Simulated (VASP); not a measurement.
# Pb (Pm-3m) in VASP: a series of runs

Runs on Pb. Level: RPBE. Tasks: single point, relaxation of cell and atoms.

Everything below comes from runs of VASP 6.6.1. Logs are shortened: lines on timing, memory, paths and dates and some standing lists are left out, and cuts for length are marked.

### 1 Starting point

The structure is cubic, space group Pm-3m (No. 221). The conventional cell has a = 3.297 Å, b = 3.297 Å, c = 3.297 Å, α = 90.00°, β = 90.00°, γ = 90.00°. Around Pb (site symmetry m-3m) lie 6 Pb at 3.30 Å.

This isn't the form of Pb at room conditions, which is fcc.

### 2 Single point, RPBE

Input file INCAR:

```
SYSTEM = Pb
PREC = Accurate ; ENCUT = 520
EDIFF = 1E-6 ; ISMEAR = -1
SIGMA = 0.1 ; LREAL = .False.
LASPH = .True. ; NELM = 100
ALGO = Normal ; ISIF = 2
LWAVE = .False. ; LCHARG = .False.
GGA = RP ; NBANDS = 13
```

Input file KPOINTS:

```
regular mesh
0
Gamma
  16 16 16
  0 0 0
```

Input file POSCAR:

```
Pb
1.0
    3.2967210868      0.0000000000      0.0000000000
    0.0000000000      3.2967210868      0.0000000000
    0.0000000000      0.0000000000      3.2967210868
Pb
1
Direct
    0.0000000000      0.0000000000      0.0000000000
```

Potentials or basis: VASP PAW PBE potentials, release 64 (Pb_d).

The run is started by

```
$ cat potpaw_PBE.64/Pb_d/POTCAR > POTCAR
$ mpirun -np 1 vasp_std > vasp.out
```

OUTCAR:

```text
SYSTEM = Pb
   PREC = Accurate
   ENCUT = 520
   EDIFF = 1E-6
   ISMEAR = -1
   LREAL = .False.
   LASPH = .True.
   NELM = 100
   ISIF = 2
   GGA = RP

 ion  position               nearest neighbor table
   1  0.000  0.000  0.000-

  LATTYP: Found a simple cubic cell.
 ALAT       =     3.2967210868

  Lattice vectors:

 A1 = (   3.2967210868,   0.0000000000,   0.0000000000)
 A2 = (   0.0000000000,   3.2967210868,   0.0000000000)
 A3 = (   0.0000000000,   0.0000000000,   3.2967210868)

Analysis of symmetry for initial positions (statically):
=====================================================================
 Subroutine PRICEL returns:
 Original cell was already a primitive cell.

 Routine SETGRP: Setting up the symmetry group for a
 simple cubic supercell.

 Subroutine GETGRP returns: Found 48 space group operations
 (whereof 48 operations were pure point group operations)
 out of a pool of 48 trial point group operations.

The static configuration has the point symmetry O_h .

Analysis of symmetry for dynamics (positions and initial velocities):
=====================================================================
 Subroutine PRICEL returns:
 Original cell was already a primitive cell.

 Routine SETGRP: Setting up the symmetry group for a
 simple cubic supercell.

 Subroutine GETGRP returns: Found 48 space group operations
 (whereof 48 operations were pure point group operations)
 out of a pool of 48 trial point group operations.

The dynamic configuration has the point symmetry O_h .

 Subroutine INISYM returns: Found 48 space group operations
 (whereof 48 operations are pure point group operations),
 and found     1 'primitive' translations

----------------------------------------------------------------------------------------

                                     Primitive cell

  volume of cell :      35.8300

  direct lattice vectors                    reciprocal lattice vectors
     3.296721087  0.000000000  0.000000000     0.303331696  0.000000000  0.000000000
     0.000000000  3.296721087  0.000000000     0.000000000  0.303331696  0.000000000
     0.000000000  0.000000000  3.296721087     0.000000000  0.000000000  0.303331696

  length of vectors
     3.296721087  3.296721087  3.296721087     0.303331696  0.303331696  0.303331696

  position of ions in fractional coordinates (direct lattice)
     0.000000000  0.000000000  0.000000000

  ion indices of the primitive-cell ions
   primitive index   ion index
                 1           1

----------------------------------------------------------------------------------------

 KPOINTS: regular mesh

Automatic generation of k-mesh.
 Grid dimensions read from file:
 generate k-points for:   16   16   16

 Generating k-lattice:

  Cartesian coordinates                     Fractional coordinates (reciprocal lattice)
     0.018958231  0.000000000  0.000000000     0.062500000  0.000000000  0.000000000
     0.000000000  0.018958231  0.000000000     0.000000000  0.062500000  0.000000000
     0.000000000  0.000000000  0.018958231     0.000000000  0.000000000  0.062500000

  Length of vectors
     0.018958231  0.018958231  0.018958231

  Shift w.r.t. Gamma in fractional coordinates (k-lattice)
     0.000000000  0.000000000  0.000000000

 Subroutine IBZKPT returns following result:
 ===========================================

 Found    165 irreducible k-points:

 Following reciprocal coordinates:
            Coordinates               Weight
  0.000000  0.000000  0.000000      1.000000
  0.062500  0.000000  0.000000      6.000000
  0.125000  0.000000  0.000000      6.000000
  0.187500  0.000000  0.000000      6.000000
  0.250000  0.000000  0.000000      6.000000
  0.312500  0.000000  0.000000      6.000000
[... 16 lines left out ...]
  0.437500  0.125000  0.000000     24.000000
  0.500000  0.125000  0.000000     12.000000
 [... further k-points ...]
   k-points           NKPTS =    165   k-points in BZ     NKDIM =    165   number of bands    NBANDS=     13
   number of dos      NEDOS =    301   number of ions     NIONS =      1
   total plane-waves  NPLWV =  21952
   dimension x,y,z NGX =    28 NGY =   28 NGZ =   28
   dimension x,y,z NGXF=    56 NGYF=   56 NGZF=   56
   ions per type =               1
   NGX,Y,Z   is equivalent  to a cutoff of  14.12, 14.12, 14.12 a.u.
   NGXF,Y,Z  is equivalent  to a cutoff of  28.24, 28.24, 28.24 a.u.
 SYSTEM =  Pb
   PREC   = accura    normal or accurate (medium, high low for compatibility)
   ISTART =      0    job   : 0-new  1-cont  2-samecut
   ICHARG =      2    charge: 1-file 2-atom 10-const
   ISPIN  =      1    spin polarized calculation?
   LNONCOLLINEAR =      F non collinear calculations
   LSORBIT =      F    spin-orbit coupling
   LASPH  =      T    aspherical Exc in radial PAW
   ENCUT  =  520.0 eV  38.22 Ry    6.18 a.u.   6.13  6.13  6.13*2*pi/ulx,y,z
   NELM   =    100;   NELMIN=  2; NELMDL= -5     # of ELM steps
   EDIFF  = 0.1E-05   stopping-criterion for ELM
   LREAL  =      F    real-space projection
[... 7 lines left out ...]
   TEBEG  =    0.0;   TEEND  =   0.0 temperature during run
   PSTRESS=    0.0 pullay stress
   NELECT =      14.0000    total number of electrons
   NUPDOWN=      -1.0000    fix difference up-down
   EMIN   =  10.00;   EMAX   =-10.00  energy-range for DOS
   EFERMI =   0.00;   METHOD = LEGACY
   ISMEAR =    -1;   SIGMA  =   0.10  broadening in eV -4-tet -1-fermi 0-gaus
   EFERMI_NEDOS =   21; number of points for ismear=-14 and -15
   IALGO  =     38    algorithm
   IMIX   =      4    mixing-type and parameters
     AMIX     =   0.40;   BMIX     =  1.00
     AMIX_MAG =   1.60;   BMIX_MAG =  1.00
  volume/ion in A,a.u.               =      35.83       241.79
  Fermi-wavevector in a.u.,A,eV,Ry     =   1.196838  2.261696 19.489268  1.432421
  Thomas-Fermi vector in A             =   2.332768
   LORBIT       =      0    0 simple, 1 ext, 2 COOP (PROOUT), +10 PAW based schemes
   GGA     = RP    functional components
   LHFCALC =     F    Hartree Fock is set to
   AEXX    =    0.0000 exact exchange contribution
   IVDW    =     0    specifies the selected vdW correction
   LEPSILON=     F    determine dielectric tensor
   LRPA    =     F    only Hartree local field effects (RPA)
 non-spin polarized calculation
  energy-cutoff  :      520.00
  volume of cell :       35.83
 maximum number of plane-waves:       992
 NGX is ok and might be reduce to    28
   NGX = 13   NGY = 13   NGZ = 13

 number of electron      13.9999996 magnetization

 Free energy of the ion-electron system (eV)
  ---------------------------------------------------
  ext. energy  EPLUGINS =         0.00000000
  ---------------------------------------------------
  free energy    TOTEN  =        -2.99892375 eV

  energy without entropy =       -2.97506610  energy(sigma->0) =       -2.98699492

 E-fermi :   5.4584     XC(G=0):  -9.1902

 val. band max:        5.4176754171   @ k =   0.2500   0.1250   0.0625
 cond. band min:       5.4858374088   @ k =   0.4375   0.4375   0.3750
 fundamental gap:      0.0681619917
 Fermi energy:         5.4583860433

 k-point     1 :       0.0000    0.0000    0.0000
  band No.  band energies     occupation
      1     -11.7418      2.00000
      2     -11.7418      2.00000
      3     -11.2635      2.00000
      4     -11.2635      2.00000
      5     -11.2635      2.00000
      6      -5.4015      2.00000
      7      10.1684      0.00000
      8      10.1684      0.00000
      9      10.1684      0.00000
     10      12.8567      0.00000
     11      14.4127      0.00000
     12      14.4127      0.00000
     13      23.0748      0.00000

 k-point     2 :       0.0625    0.0000    0.0000
  band No.  band energies     occupation
      1     -11.7409      2.00000
      2     -11.7277      2.00000
      3     -11.2685      2.00000
      4     -11.2685      2.00000
      5     -11.2631      2.00000
      6      -5.3506      2.00000
      7       9.4171      0.00000
      8      10.2275      0.00000
      9      10.2275      0.00000
     10      13.1689      0.00000
     11      14.4459      0.00000
     12      14.9745      0.00000
     13      22.6810      0.00000

 k-point     3 :       0.1250    0.0000    0.0000
  band No.  band energies     occupation
      1     -11.7383      2.00000
      2     -11.6876      2.00000
      3     -11.2825      2.00000
      4     -11.2825      2.00000
      5     -11.2620      2.00000
      6      -5.1982      2.00000
      7       8.0192      0.00000
      8      10.4009      0.00000
      9      10.4009      0.00000
     10      13.4730      0.00000
     11      14.5459      0.00000
     12      16.4367      0.00000
     13      21.8173      0.00000
[... 305 lines left out ...]
 k-point    23 :       0.4375    0.1250    0.0000
  band No.  band energies     occupation
      1     -11.6797      2.00000
      2     -11.4125      2.00000
      3     -11.3840      2.00000
      4     -11.3660      2.00000
      5     -11.2716      2.00000
      6      -3.2004      2.00000
      7       2.2929      2.00000
      8      10.0746      0.00000
      9      12.3919      0.00000
     10      14.2927      0.00000
     11      15.9535      0.00000
     12      17.4476      0.00000
     13      18.7180      0.00000

 k-point    24 :       0.5000    0.1250    0.0000
  band No.  band energies     occupation
      1     -11.6787      2.00000
      2     -11.4175      2.00000
      3     -11.3888      2.00000
      4     -11.3523      2.00000
      5     -11.2712      2.00000
      6      -3.0516      2.00000
      7       2.0159      2.00000
      8      10.2239      0.00000
      9      12.5107      0.00000
     10      14.0685      0.00000
     11      16.3180      0.00000
     12      16.9786      0.00000
     13      18.5182      0.00000

 [... further k-points ...]

------------------------ aborting loop because EDIFF is reached ----------------------------------------

  FORCE on cell =-STRESS in cart. coord.  units (eV):
  Direction    XX          YY          ZZ          XY          YZ          ZX
  --------------------------------------------------------------------------------------
  -------------------------------------------------------------------------------------
  Total        0.0045643      0.0045643      0.0045643      0.0000000      0.0000000      0.0000000
  in kB        0.2040957      0.2040957      0.2040957      0.0000000      0.0000000      0.0000000
  external PRESSURE =       0.2040957 kB  Pullay stress =       0.0000000 kB

 VOLUME and BASIS-vectors are now :
 -----------------------------------------------------------------------------
  energy-cutoff  :      520.00
  volume of cell :       35.83
      direct lattice vectors                 reciprocal lattice vectors
     3.296721087  0.000000000  0.000000000     0.303331696  0.000000000  0.000000000
     0.000000000  3.296721087  0.000000000     0.000000000  0.303331696  0.000000000
     0.000000000  0.000000000  3.296721087     0.000000000  0.000000000  0.303331696

 POSITION                                       TOTAL-FORCE (eV/Angst)
 -----------------------------------------------------------------------------------
      0.00000      0.00000      0.00000         0.000000      0.000000      0.000000
 -----------------------------------------------------------------------------------
    total drift:                               -0.000000     -0.000000     -0.000000

  FREE ENERGIE OF THE ION-ELECTRON SYSTEM (eV)
  ---------------------------------------------------
  free  energy   TOTEN  =        -2.9989237530 eV

  energy  without entropy=       -2.9750660950  energy(sigma->0) =       -2.98699492
```

Run time: 49 s. Hardware: 1 thread of Intel Xeon Platinum 8488C (Sapphire Rapids), shared host; peak memory 0.21 GiB.

What came out:

- Free energy: -2.9989 eV
- Pressure: 0.0 GPa
- Band gap on the k mesh: none (metal or under the smearing width)

Caveat: the PAW data sets were made with another functional, which shifts forces and pressure a little. The run has no spin-orbit coupling, so splittings on Pb are missing.

[end of part 1 of 3]
